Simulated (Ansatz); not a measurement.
Input of an Ansatz 0.2.0 run:

input

```
crystal:
  lattice:
    - [4.0346224068, 0.0, 0.0]
    - [-2.0173112034, 3.494085499, 0.0]
    - [0.0, 0.0, 6.43229418]
  atoms:
    - { symbol: S, position: [0.6666666667, 0.3333333333, 0.87924415] }
    - { symbol: S, position: [0.3333333333, 0.6666666667, 0.37924415] }
    - { symbol: Mg, position: [0.3333333333, 0.6666666667, 0.99575485] }
    - { symbol: Mg, position: [0.6666666667, 0.3333333333, 0.49575485] }
hamiltonian:
  xc: { exchange: pbe, correlation: pbe, exx: { coeff: 0.1, omega: 0.2 } }
  pseudopotentials: { kind: paw }
kpoints:
  mp_grid: { grid: [4, 4, 2] }
scf:
  occupations: { method: fermi_dirac, width: 0.05 }
output:
  forces: true
  stress: true
  eigenvalues: true
  write_density: true
  write_potential: true
  elf: true
  volumetric_format: npy
```

Problem. Predict the largest force.

Solution. 0.048 eV/Å.

Problem. What does it give for the pressure?

Solution. 0.7 GPa.

Problem. Predict the band gap on the k mesh.

Solution. 3.87 eV, direct.

Forces in eV/Å, atoms in the order of the input:
```
S    0.000  0.000 -0.048
S    0.000  0.000 -0.048
Mg   0.000  0.000  0.048
Mg   0.000  0.000  0.048
```

Caveat: the k mesh is coarse (spacing up to 0.49 Å⁻¹), so the values aren't converged, least of all with exact exchange; the PAW data sets come from PBE, with cores solved anew for the run's functional, which leaves a small shift of forces and pressure; the thresholds are loose for stress.
